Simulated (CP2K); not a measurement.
**SnTe under changes of volume**

One of the cells (29.767 Å³/atom); the others are scaled copies at fixed shape and fractional positions:

```
Te Sn
1.0
     3.90470    0.00000    0.00000
     0.00000    3.90470    0.00000
     0.00000    0.00000    3.90470
Te Sn
1 1
Direct
  0.50000 0.50000 0.50000
  0.00000 0.00000 0.00000
```

Measurements of this composition are mostly on another form, of space group No. 225.

```yaml
Program: CP2K 2026.2
Functional: PBE
Potentials_or_basis: POTENTIAL_UZH Te GTH-PBE-q6, Sn GTH-PBE-q14; TZVP-MOLOPT-PBE-GTH basis
Density_cutoff: 8163 eV
k_mesh: 7 × 7 × 7
Occupations: fermi-dirac, width 0.05 eV
Spin: no spin polarisation
```

| volume (Å³/atom) | energy over the lowest point (meV/atom) | pressure (GPa) |
| --- | --- | --- |
| 27.981 | 6.81 | 2.0 |
| 28.576 | ? | ? |
| 29.172 | 0.00 | 0.2 |
| 29.767 | 1.03 | -0.5 |
| 30.362 | 4.31 | -1.1 |
| 30.958 | 9.43 | -1.6 |
| 31.553 | 16.17 | -2.1 |

Task: What does the run at 28.576 Å³/atom give?

Result: Energy over the lowest point 1.75 meV/atom; pressure 1.0 GPa.

Worked out: A Birch-Murnaghan fit of order 3 (a polynomial in V^(-2/3)) to the other rows has its minimum at 29.24 Å³/atom with B0 = V·E''(V) = 36 GPa (rough, since the energies scatter). It gives 1.77 meV/atom at 28.576 Å³/atom, against the run's 1.75, and -dE/dV = 0.9 GPa, against 1.0.

Energies are extrapolated to zero smearing.

Caveats: the basis of atomic orbitals isn't converged, which shifts pressures, moduli and gaps.
